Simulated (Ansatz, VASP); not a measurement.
CaO in VASP and in Ansatz

```
Ca O
1.0
     0.00000    2.54696    2.44900
     2.35104    0.00000    2.44900
     2.35104    2.54696    0.00000
Ca O
1 1
Direct
  0.00000 0.00000 0.00000
  0.50000 0.50000 0.50000
```

Change from the starting cell: strain -0.0400 x Voigt [1, -1, 0, 0, 0, 0], atoms carried along.

Alike in both runs: task single point; functional PBE; k mesh 8 × 8 × 8; occupations gaussian, width 0.05 eV; no spin polarisation.

|  | VASP | Ansatz |
| --- | --- | --- |
| version | VASP 6.6.1 | Ansatz 0.2.0 |
| potentials or method | VASP PAW PBE potentials, release 64 (Ca_sv, O) | scalar-relativistic, plane waves, PAW |
| plane-wave cutoff (eV) | 520 | 420 |
| valence electrons in the cell | 16 | 16 |

Ansatz gave:

* gap on the k mesh at the Fermi level (eV): 3.47
* least direct gap on the mesh (eV): 4.01
* pressure (GPa): -2.8
* largest component of the traceless stress (GPa): 5.05

Q: What did VASP give for the same quantities?

A: gap on the k mesh at the Fermi level (eV): 3.45; least direct gap on the mesh (eV): 3.99; pressure (GPa): -2.4; largest component of the traceless stress (GPa): 5.30.

The functional is the same, so the differences come from potentials, cutoffs and numerics.

A k mesh can miss the band edges.
